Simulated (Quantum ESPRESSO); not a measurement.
# Cd (P-1) in Quantum ESPRESSO: further runs

The runs below take Cd through single point, with PBE, vdW-DF-C09.

Everything below comes from runs of Quantum ESPRESSO 7.5. Logs are shortened: lines on timing, memory, paths and dates and some standing lists are left out, and cuts for length are marked.

### Step 1. The structure

The typed cell holds 2 atoms: a = 3.190 Å, b = 3.254 Å, c = 5.205 Å, α = 72.10°, β = 72.00°, γ = 60.36°.

This isn't the form of Cd at room conditions, which is hcp.

### Step 2. Single point, PBE

The input, run.py:

```python
import numpy as np
from ase.calculators.espresso import Espresso, EspressoProfile
from ase.io import read

atoms = read('Cd.cif')

input_data = {
    'control': {'calculation': 'scf', 'prefix': 'pwscf', 'outdir': './tmp', 'tprnfor': True, 'tstress': True, 'disk_io': 'nowf'},
    'system': {'ecutwfc': 60.0, 'ecutrho': 480.0, 'nbnd': 19, 'occupations': 'smearing', 'smearing': 'fd', 'degauss': 0.00367493},
    'electrons': {'conv_thr': 4e-10, 'electron_maxstep': 120, 'mixing_beta': 0.5},
}
pseudopotentials = {'Cd': 'Cd.pbe-dn-rrkjus_psl.0.3.1.UPF'}
profile = EspressoProfile(command='pw.x', pseudo_dir='pseudo')
dft = Espresso(profile=profile, input_data=input_data, pseudopotentials=pseudopotentials, kpts=(10, 10, 6), koffset=(0, 0, 0))
atoms.calc = dft

print(f'energy {atoms.get_potential_energy():.8f} eV')
print('forces (eV/A)')
print(np.round(atoms.get_forces(), 6))
print('stress (eV/A^3, Voigt)')
print(np.round(atoms.get_stress(), 8))
print(f'Fermi level {dft.get_fermi_level():.4f} eV')
```

The input, Cd.cif:

```cif
data_Cd
_cell_length_a 3.18982317
_cell_length_b 3.25404196
_cell_length_c 5.20457359
_cell_angle_alpha 72.10132766
_cell_angle_beta 72.00254810
_cell_angle_gamma 60.36207868
_space_group_name_H-M_alt 'P1'
_space_group_name_Hall 'P 1'
_space_group_IT_number 1
loop_
_space_group_symop_operation_xyz
'x,y,z'
loop_
_atom_site_label
_atom_site_type_symbol
_atom_site_symmetry_multiplicity
_atom_site_Wyckoff_symbol
_atom_site_fract_x
_atom_site_fract_y
_atom_site_fract_z
_atom_site_occupancy
Cd1 Cd 1 a 0.9977012400 0.0013266700 0.0004848100 1
Cd2 Cd 1 a 0.5022987600 0.4986733300 0.4995151900 1
```

Potentials or basis: SSSP 1.3 efficiency PBE.

The run is started by

```console
OMP_NUM_THREADS=1 python run.py
```

The program printed:

```text
energy -3326.49469429 eV
forces (eV/A)
[[ 0.005761 -0.005258 -0.019757]
 [-0.005761  0.005258  0.019757]]
stress (eV/A^3, Voigt)
[-0.01207194 -0.0135667  -0.01069837  0.00045265  0.00318693 -0.00059497]
Fermi level 10.9012 eV
```

espresso.pwi:

```text
&CONTROL
   calculation      = 'scf'
   tstress          = .true.
   tprnfor          = .true.
   outdir           = './tmp'
   prefix           = 'pwscf'
   disk_io          = 'nowf'
   pseudo_dir       = 'pseudo'
/
&SYSTEM
   nbnd             = 19
   ecutwfc          = 60.0
   ecutrho          = 480.0
   occupations      = 'smearing'
   degauss          = 0.00367493
   smearing         = 'fd'
   ntyp             = 1
   nat              = 2
   ibrav            = 0
/
&ELECTRONS
   electron_maxstep = 120
   conv_thr         = 4e-10
   mixing_beta      = 0.5
/
&IONS
/
&CELL
/
&FCP
/
&RISM
/
ATOMIC_SPECIES
Cd 112.414 Cd.pbe-dn-rrkjus_psl.0.3.1.UPF

K_POINTS automatic
10 10 6  0 0 0

CELL_PARAMETERS angstrom
3.18982317000000 0.00000000000000 0.00000000000000
1.60917983334961 2.82830856544713 0.00000000000000
1.60808155311234 0.92539243602776 4.86264422013455

ATOMIC_POSITIONS angstrom
Cd 3.1854049967 0.0042008716 0.0023574585  
Cd 3.2079604515 1.8726496291 2.4289646515
```

espresso.pwo:

```text
This program is part of the open-source Quantum ESPRESSO suite
     for quantum simulation of materials; please cite
         "P. Giannozzi et al., J. Phys.:Condens. Matter 21 395502 (2009);
         "P. Giannozzi et al., J. Phys.:Condens. Matter 29 465901 (2017);
         "P. Giannozzi et al., J. Chem. Phys. 152 154105 (2020);
     in publications or presentations arising from this work. More details at

Warning: card &CELL ignored
Warning: card &FCP ignored
Warning: card &RISM ignored

     file Cd.pbe-dn-rrkjus_psl.0.3.1.UPF: wavefunction(s)  4D renormalized
     Message from routine setup:
     using ibrav=0 with symmetry is DISCOURAGED, use correct ibrav instead

     G-vector sticks info
     --------------------
     sticks:   dense  smooth     PW     G-vecs:    dense   smooth      PW
     Sum        1233     615    199                52595    18579    3327

     Using Slab Decomposition

     bravais-lattice index     =            0
     lattice parameter (alat)  =       6.0279  a.u.
     unit-cell volume          =     296.0482 (a.u.)^3
     number of atoms/cell      =            2
     number of atomic types    =            1
     number of electrons       =        24.00
     number of Kohn-Sham states=           19
     kinetic-energy cutoff     =      60.0000  Ry
     charge density cutoff     =     480.0000  Ry
     scf convergence threshold =      4.0E-10
     mixing beta               =       0.5000
     number of iterations used =            8  plain     mixing
     Exchange-correlation= PBE
                           (   1   4   3   4   0   0   0)

     celldm(1)=   6.027892  celldm(2)=   0.000000  celldm(3)=   0.000000
     celldm(4)=   0.000000  celldm(5)=   0.000000  celldm(6)=   0.000000

     crystal axes: (cart. coord. in units of alat)
               a(1) = (   1.000000   0.000000   0.000000 )
               a(2) = (   0.504473   0.886666   0.000000 )
               a(3) = (   0.504129   0.290108   1.524424 )

     reciprocal axes: (cart. coord. in units 2 pi/alat)
               b(1) = (  1.000000 -0.568955 -0.222425 )
               b(2) = (  0.000000  1.127820 -0.214631 )
               b(3) = (  0.000000  0.000000  0.655985 )

     PseudoPot. # 1 for Cd read from file:
     Cd.pbe-dn-rrkjus_psl.0.3.1.UPF
     Pseudo is Ultrasoft + core correction, Zval = 12.0
     Generated using "atomic" code by A. Dal Corso  v.5.0.99 svn rev. 10869
     Using radial grid of 1239 points,  6 beta functions with:
                l(1) =   0
                l(2) =   0
                l(3) =   1
                l(4) =   1
                l(5) =   2
                l(6) =   2
     Q(r) pseudized with 0 coefficients

     atomic species   valence    mass     pseudopotential
     Cd               12.00   112.41400     Cd( 1.00)

      2 Sym. Ops., with inversion, found ( 1 have fractional translation)

   Cartesian axes

     site n.     atom                  positions (alat units)
         1        Cd     tau(   1) = (   0.9986149   0.0013170   0.0007391  )
         2        Cd     tau(   2) = (   1.0056860   0.5870700   0.7614731  )

     number of k points=   304  Fermi-Dirac smearing, width (Ry)=  0.0037

     Number of k-points >= 100: set verbosity='high' to print them.

     Dense  grid:    52595 G-vectors     FFT dimensions: (  48,  48,  72)

     Smooth grid:    18579 G-vectors     FFT dimensions: (  30,  32,  50)

     Initial potential from superposition of free atoms

     starting charge      23.9902, renormalised to      24.0000
     Starting wfcs are   18 randomized atomic wfcs +    1 random wfcs

     Self-consistent Calculation

     iteration #  1     ecut=    60.00 Ry     beta= 0.50
     Davidson diagonalization with overlap
     ethr =  1.00E-02,  avg # of iterations =  4.5

     Threshold (ethr) on eigenvalues was too large:
     Diagonalizing with lowered threshold

     Davidson diagonalization with overlap
     ethr =  1.31E-04,  avg # of iterations =  4.7

     total energy              =    -244.48154027 Ry
     estimated scf accuracy    <       0.03226678 Ry

     iteration #  2     ecut=    60.00 Ry     beta= 0.50
     Davidson diagonalization with overlap
     ethr =  1.34E-04,  avg # of iterations =  2.0

     total energy              =    -244.49241551 Ry
     estimated scf accuracy    <       0.00278976 Ry

     iteration #  3     ecut=    60.00 Ry     beta= 0.50
     Davidson diagonalization with overlap
     ethr =  1.16E-05,  avg # of iterations =  5.0

     total energy              =    -244.49276670 Ry
     estimated scf accuracy    <       0.00018937 Ry

     iteration #  4     ecut=    60.00 Ry     beta= 0.50
     Davidson diagonalization with overlap
     c_bands:  1 eigenvalues not converged
     ethr =  7.89E-07,  avg # of iterations =  4.8

     total energy              =    -244.49282903 Ry
     estimated scf accuracy    <       0.00019001 Ry

     iteration #  5     ecut=    60.00 Ry     beta= 0.50
     Davidson diagonalization with overlap
     ethr =  7.89E-07,  avg # of iterations =  2.0

     total energy              =    -244.49287063 Ry
     estimated scf accuracy    <       0.00000029 Ry

     iteration #  6     ecut=    60.00 Ry     beta= 0.50
     Davidson diagonalization with overlap
     ethr =  1.23E-09,  avg # of iterations =  6.6

     total energy              =    -244.49287108 Ry
     estimated scf accuracy    <       0.00000502 Ry

     iteration #  7     ecut=    60.00 Ry     beta= 0.50
     Davidson diagonalization with overlap
     ethr =  1.23E-09,  avg # of iterations =  3.0

     total energy              =    -244.49287181 Ry
     estimated scf accuracy    <       0.00000011 Ry

     iteration #  8     ecut=    60.00 Ry     beta= 0.50
     Davidson diagonalization with overlap
     ethr =  4.38E-10,  avg # of iterations =  2.0

     total energy              =    -244.49287186 Ry
     estimated scf accuracy    <       0.00000002 Ry

     iteration #  9     ecut=    60.00 Ry     beta= 0.50
     Davidson diagonalization with overlap
     ethr =  7.28E-11,  avg # of iterations =  2.0

     total energy              =    -244.49287186 Ry
     estimated scf accuracy    <          5.7E-10 Ry

     iteration # 10     ecut=    60.00 Ry     beta= 0.50
     Davidson diagonalization with overlap
     ethr =  2.38E-12,  avg # of iterations =  3.8

     total energy              =    -244.49287186 Ry
     estimated scf accuracy    <          7.2E-10 Ry

     iteration # 11     ecut=    60.00 Ry     beta= 0.50
     Davidson diagonalization with overlap
     ethr =  2.38E-12,  avg # of iterations =  2.0

     End of self-consistent calculation

     Number of k-points >= 100: set verbosity='high' to print the bands.

     the Fermi energy is    10.9012 ev

!    total energy              =    -244.49287186 Ry
     estimated scf accuracy    <          4.2E-12 Ry
     smearing contrib. (-TS)   =      -0.00042493 Ry
     internal energy E=F+TS    =    -244.49244693 Ry

     The total energy is F=E-TS. E is the sum of the following terms:
     one-electron contribution =     -55.08038901 Ry
     hartree contribution      =      53.47806350 Ry
     xc contribution           =     -85.77318809 Ry
     ewald contribution        =    -157.11693332 Ry

     convergence has been achieved in  11 iterations

     Forces acting on atoms (cartesian axes, Ry/au):

     atom    1 type  1   force =     0.00022408   -0.00020450   -0.00076842
     atom    2 type  1   force =    -0.00022408    0.00020450    0.00076842

     Total force =     0.001168     Total SCF correction =     0.000000

     Computing stress (Cartesian axis) and pressure

          total   stress  (Ry/bohr**3)                   (kbar)     P=       19.41
   0.00013148   0.00000648  -0.00003471           19.34        0.95       -5.11
   0.00000648   0.00014776  -0.00000493            0.95       21.74       -0.72
  -0.00003471  -0.00000493   0.00011652           -5.11       -0.72       17.14

=------------------------------------------------------------------------------=
   JOB DONE.
=------------------------------------------------------------------------------=
```

It took 3.9 min on 1 thread of Intel Xeon Platinum 8175M at 2.50GHz (Skylake/Cascade Lake), shared host; peak memory 0.42 GiB.

Results:

| Item | Value |
| --- | --- |
| Free energy | -3326.4950 eV |
| Pressure | 1.9 GPa |
| Largest force | 0.021 eV/Å |
| Band gap on the k mesh | none (metal or under the smearing width) |

Forces in eV/Å, atoms in the order of the input:
```
Cd   0.006 -0.005 -0.020
Cd  -0.006  0.005  0.020
```

Stress tensor (GPa, compression positive):
```
 1.93  0.10 -0.51
 0.10  2.17 -0.07
-0.51 -0.07  1.71
```

### Step 3. Single point, vdW-DF-C09

Edit run.py of step 2 so:

```diff
@@ -8,6 +8,6 @@
     'control': {'calculation': 'scf', 'prefix': 'pwscf', 'outdir': './tmp', 'tprnfor': True, 'tstress': True, 'disk_io': 'nowf'},
-    'system': {'ecutwfc': 60.0, 'ecutrho': 480.0, 'nbnd': 19, 'occupations': 'smearing', 'smearing': 'fd', 'degauss': 0.00367493},
+    'system': {'ecutwfc': 45.0, 'ecutrho': 360.0, 'nbnd': 19, 'input_dft': 'vdw-df-c09', 'occupations': 'smearing', 'smearing': 'gaussian', 'degauss': 0.00734986},
     'electrons': {'conv_thr': 4e-10, 'electron_maxstep': 120, 'mixing_beta': 0.5},
 }
-pseudopotentials = {'Cd': 'Cd.pbe-dn-rrkjus_psl.0.3.1.UPF'}
+pseudopotentials = {'Cd': 'cd_pbe_v1.uspp.F.UPF'}
 profile = EspressoProfile(command='pw.x', pseudo_dir='pseudo')
```

Cd.cif is that of step 2.

Potentials or basis: GBRV 1.5 PBE.

The run is started by

```console
OMP_NUM_THREADS=1 python run.py
```

It took 4 min on 1 thread of Intel Xeon Platinum 8175M at 2.50GHz (Skylake/Cascade Lake), shared host; peak memory 0.29 GiB.

The run converged. Its results:

* Free energy: -3117.2020 eV
* Pressure: -2.0 GPa
* Largest force: 0.019 eV/Å
* Band gap on the k mesh: none (metal or under the smearing width)

Forces on the atoms (eV/Å):
```
Cd   0.005 -0.004 -0.018
Cd  -0.005  0.004  0.018
```

Stress tensor (GPa, compression positive):
```
-1.83  0.10 -0.52
 0.10 -1.66 -0.08
-0.52 -0.08 -2.57
```

Levels at points of the mesh, in eV from the Fermi level:
```tsv
k point	band 9	band 10	band 11	band 12	band 13	band 14	band 15	band 16
(0.00, 0.00, 0.00)	-8.52	-8.13	-8.12	-1.82	-0.28	10.83	11.39	12.16
(0.00, 0.00, -0.50)	-8.55	-8.54	-6.85	-6.83	7.85	7.89	12.01	12.08
(0.00, -0.50, 0.00)	-8.27	-8.27	-2.84	-2.84	2.09	2.14	6.72	6.74
(0.00, -0.50, -0.50)	-8.12	-8.04	-2.46	-1.78	-0.88	1.23	6.21	7.54
(-0.50, 0.00, 0.00)	-8.25	-8.25	-2.60	-2.60	2.24	2.26	6.95	7.04
(-0.50, 0.00, -0.50)	-8.10	-8.05	-2.36	-1.51	-0.68	1.56	5.62	7.63
(-0.50, -0.50, 0.00)	-8.10	-8.05	-2.38	-1.56	-0.73	1.47	5.75	7.63
(-0.50, -0.50, -0.50)	-8.26	-8.25	-2.66	-2.66	2.22	2.25	6.91	6.92
```

Caveat: the potentials were made for another functional, which shifts forces and pressure.

### Step 4. The reference run

An earlier run on the cell as given: functional PBE; potentials or basis SSSP 1.3 efficiency PBE; cutoff 816 eV; density cutoff 6531 eV; k mesh 10 × 10 × 6; occupations fermi-dirac, width 0.05 eV; no spin polarisation.

* Pressure: 1.9 GPa
* Largest force: 0.021 eV/Å
* Band gap on the k mesh: none (metal or under the smearing width)
